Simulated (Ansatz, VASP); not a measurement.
## HfN in VASP and in Ansatz

Contents of INCAR:

```
SYSTEM = HfN
  PREC = Accurate
  ENCUT = 520
  EDIFF = 1E-6
  ISMEAR = 0
  SIGMA = 0.15
  LREAL = .False.
  LASPH = .True.
  NELM = 60
  ALGO = Normal
  ISIF = 2
  LWAVE = .False.
  LCHARG = .False.
  GGA = PS
  NBANDS = 14
```

KPOINTS

```
Automatic mesh
0
Gamma
  16 16 16
  0 0 0
```

POSCAR

```
HfN
1.0
    0.0000000000      2.4548220000      2.4548220000
    2.5284666600      0.0000000000      2.4548220000
    2.5284666600      2.4548220000      0.0000000000
Hf N
1 1
Direct
    0.0000000000      0.0000000000      0.0000000000
    0.7500000000      0.7500000000      0.7500000000
```

Input for Ansatz:

```yaml
crystal:
  lattice:
    - [0.0, 2.454822, 2.454822]
    - [2.52846666, 0.0, 2.454822]
    - [2.52846666, 2.454822, 0.0]
  atoms:
    - { symbol: Hf, position: [0.0, 0.0, 0.0] }
    - { symbol: "N", position: [0.75, 0.75, 0.75] }
basis:
  ecutwfc: 420
kpoints:
  mp_grid: { grid: [16, 16, 16] }
hamiltonian:
  xc: pbesol
scf:
  occupations: { method: gaussian, width: 0.15 }
output:
  forces: true
  stress: true
  eigenvalues: true
```

Change from the starting cell: strain +0.0300 x Voigt [1, 0, 0, 0, 0, 0], atoms carried along.

Alike in both runs: task single point; functional PBEsol; k mesh 16 × 16 × 16; occupations gaussian, width 0.15 eV; no spin polarisation.

|  | VASP | Ansatz |
| --- | --- | --- |
| version | VASP 6.6.1 | Ansatz 0.2.0 |
| potentials or method | VASP PAW PBE potentials, release 64 (Hf_pv, N) | scalar-relativistic, plane waves, PAW |
| plane-wave cutoff (eV) | 520 | 420 |
| valence electrons in the cell | 15 | 31 |

|  | VASP | Ansatz | Ansatz less VASP |
| --- | --- | --- | --- |
| gap on the k mesh at the Fermi level (eV) | none | none | - |
| pressure (GPa) | -11.0 | -10.1 | +0.95 |
| largest component of the traceless stress (GPa) | 3.12 | 3.12 | -0.006 |

A gap of «none» marks a metal or a gap that the smearing closes. The two sets of potentials don't hold the same shells in valence.

Caveats: the PAW data sets were made with another functional, which shifts forces and pressure a little (VASP). The runs have no spin-orbit coupling, so splittings on Hf are missing.
